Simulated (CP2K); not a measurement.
Input of a CP2K 2026.2 run:

The input tan_pdos.inp:

```
&GLOBAL
  PROJECT tan_pdos
  RUN_TYPE ENERGY_FORCE
  PRINT_LEVEL LOW
&END GLOBAL
&FORCE_EVAL
  METHOD QS
  STRESS_TENSOR ANALYTICAL
  &DFT
    BASIS_SET_FILE_NAME BASIS_MOLOPT
    POTENTIAL_FILE_NAME GTH_POTENTIALS
    PLUS_U_METHOD MULLIKEN
    &MGRID
      CUTOFF 450
      REL_CUTOFF 60
      NGRIDS 4
    &END MGRID
    &QS
      METHOD GPW
      EPS_DEFAULT 1.0E-9
    &END QS
    &KPOINTS
      SCHEME MONKHORST-PACK 5 5 7
      GAMMA_CENTERED T
      SYMMETRY T
      SYMMETRY_BACKEND SPGLIB
    &END KPOINTS
    &SCF
      SCF_GUESS ATOMIC
      EPS_SCF 1.0E-6
      MAX_SCF 100
      ADDED_MOS 27
      CHOLESKY OFF
      EPS_EIGVAL 1.0E-7
      &DIAGONALIZATION ON
        ALGORITHM STANDARD
      &END DIAGONALIZATION
      &MIXING ON
        METHOD BROYDEN_MIXING
        ALPHA 0.4
        BETA 1.5
        NBUFFER 8
      &END MIXING
      &SMEAR ON
        METHOD FERMI_DIRAC
        ELECTRONIC_TEMPERATURE 580.23
      &END SMEAR
    &END SCF
    &XC
      &XC_FUNCTIONAL
        &GGA_X_PBE
        &END GGA_X_PBE
        &GGA_C_PBE
        &END GGA_C_PBE
      &END XC_FUNCTIONAL
    &END XC
    &PRINT
      &KPOINTS ON
      &END KPOINTS
      &MULLIKEN ON
      &END MULLIKEN
      &MO ON
        ENERGIES T
        OCCUPATION_NUMBERS T
        &EACH
          QS_SCF 0
        &END EACH
        ADD_LAST NUMERIC
      &END MO
      &DOS ON
        &PDOS
          COMPONENTS F
        &END PDOS
        &CURVE
          ENERGY_UNIT EV
          ENERGY_ZERO ABSOLUTE
          &BROADEN
            TYPE GAUSSIAN
            WIDTH [eV] 0.1
          &END BROADEN
        &END CURVE
        DELTA_E 0.001837
      &END DOS
    &END PRINT
  &END DFT
  &SUBSYS
    &CELL
      A 5.1960001500 0.0000000000 0.0000000000
      B -2.5980000800 4.4998681300 0.0000000000
      C 0.0000000000 0.0000000000 2.9109996000
      PERIODIC XYZ
    &END CELL
    &COORD
      SCALED
      Ta  0.3333333333 0.6666666667 0.5000000000
      Ta  0.6666666667 0.3333333333 0.5000000000
      Ta  0.0000000000 0.0000000000 0.0000000000
      N   0.3928500000 0.0000000000 0.0000000000
      N   0.6071500000 0.6071500000 0.0000000000
      N   0.0000000000 0.3928500000 0.0000000000
    &END COORD
    &KIND Ta
      BASIS_SET DZVP-MOLOPT-SR-GTH-q13
      POTENTIAL GTH-PBE-q13
      &DFT_PLUS_U
        L 2
        U_MINUS_J [eV] 4.0
      &END DFT_PLUS_U
    &END KIND
    &KIND N
      BASIS_SET DZVP-MOLOPT-SR-GTH-q5
      POTENTIAL GTH-PBE-q5
    &END KIND
    &PRINT
      &ATOMIC_COORDINATES ON
      &END ATOMIC_COORDINATES
      &CELL ON
      &END CELL
    &END PRINT
  &END SUBSYS
  &PRINT
    &FORCES ON
    &END FORCES
    &STRESS_TENSOR ON
    &END STRESS_TENSOR
  &END PRINT
&END FORCE_EVAL
```

Potentials or basis: GTH_POTENTIALS Ta GTH-PBE-q13, N GTH-PBE-q5; DZVP-MOLOPT-SR-GTH basis.

Command:

```console
$ OMP_NUM_THREADS=1 cp2k.psmp -i tan_pdos.inp -o tan_pdos.out
```

What does it give for the Mulliken charges?

Ta +0.87, +0.48; N -0.74 e.

Predict the largest force.

0.017 eV/Å.

Estimate the band gap on the k mesh.

none (metal or under the smearing width).

Forces on the atoms (eV/Å):
```
Ta   0.000  0.000  0.000
Ta   0.000  0.000  0.000
Ta   0.000  0.000  0.000
N   -0.017 -0.001  0.000
N    0.007  0.015  0.000
N    0.009 -0.014  0.000
```

Caveat: this program's U acts on Mulliken populations of all basis functions of the shell, so it isn't the U of plane-wave codes; energies scatter by some meV and the pressure isn't listed; the basis of atomic orbitals isn't converged, which shifts pressures, moduli and gaps; U without spin polarisation on a metal has little footing. The run has no spin-orbit coupling, so splittings on Ta are missing.
